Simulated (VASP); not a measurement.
A run of VASP 6.6.1 is set up as follows.

File INCAR:

```
PREC = Accurate ; ENCUT = 520
EDIFF = 1E-7 ; ISMEAR = 0
SIGMA = 0.1 ; LREAL = False
LASPH = True ; NELM = 100
ALGO = Normal ; ISIF = 2
LWAVE = False ; LCHARG = False
GGA = PS ; IBRION = 2
NSW = 80 ; EDIFFG = -0.002
```

The input KPOINTS:

```
regular mesh
0
Gamma
  18 18 18
```

POSCAR

```
TaAs                                    
1.0
   -1.7277625270      1.7277625270      5.8353600692
    1.7277625270     -1.7277625270      5.8353600692
    1.7277625270      1.7277625270     -5.8353600692
  Ta              As            
     2     2
Direct
     0.5003141784120686    0.0003141784120686    0.5000000000000000
     0.7503141784120686    0.7503141784120686    0.0000000000000000
     0.0822852415879325    0.5822852415879325    0.5000000000000000
     0.3322852415879325    0.3322852415879325    0.0000000000000000
```

Potentials or basis: VASP PAW PBE potentials, release 64 (Ta_pv, As).

Run with:

```bash
$ cat potpaw_PBE.64/Ta_pv/POTCAR potpaw_PBE.64/As/POTCAR > POTCAR
$ mpirun -np 1 vasp_std > vasp.out
```

Task: Estimate the energy gained by relaxing.

Result: 0.0 meV/atom.

Task: Estimate the band gap on the k mesh.

Result: None (metal or under the smearing width).

Stress tensor (GPa, compression positive):
```
-3.84  0.00  0.00
 0.00 -3.84  0.00
 0.00  0.00 -3.30
```

Caveat: the PAW data sets were made with another functional, which shifts forces and pressure a little. The run has no spin-orbit coupling, so splittings on Ta are missing.
